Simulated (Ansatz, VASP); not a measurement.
One calculation of C, two programs

```
CELL_PARAMETERS angstrom
0.00000 1.84851 1.80451
1.84851 0.00000 1.80451
1.84851 1.84851 0.00000
ATOMIC_POSITIONS crystal
C 0.50000 0.50000 0.50000
C 0.75000 0.75000 0.75000
```

Alike in both runs: task single point; functional LDA; k mesh 12 × 12 × 12; occupations gaussian, width 0.05 eV; no spin polarisation.

|  | VASP | Ansatz |
| --- | --- | --- |
| version | VASP 6.6.1 | Ansatz 0.2.0 |
| potentials or method | VASP PAW LDA potentials, release 64 (C) | scalar-relativistic, plane waves, PAW |
| plane-wave cutoff (eV) | 520 | 520 |
| valence electrons in the cell | 8 | 8 |

```csv
,VASP,Ansatz,Ansatz less VASP
gap on the k mesh at the Fermi level (eV),3.35,3.36,+0.007
least direct gap on the mesh (eV),4.90,4.90,0.000
```

Ansatz warned: «pseudo_functional_mismatch».
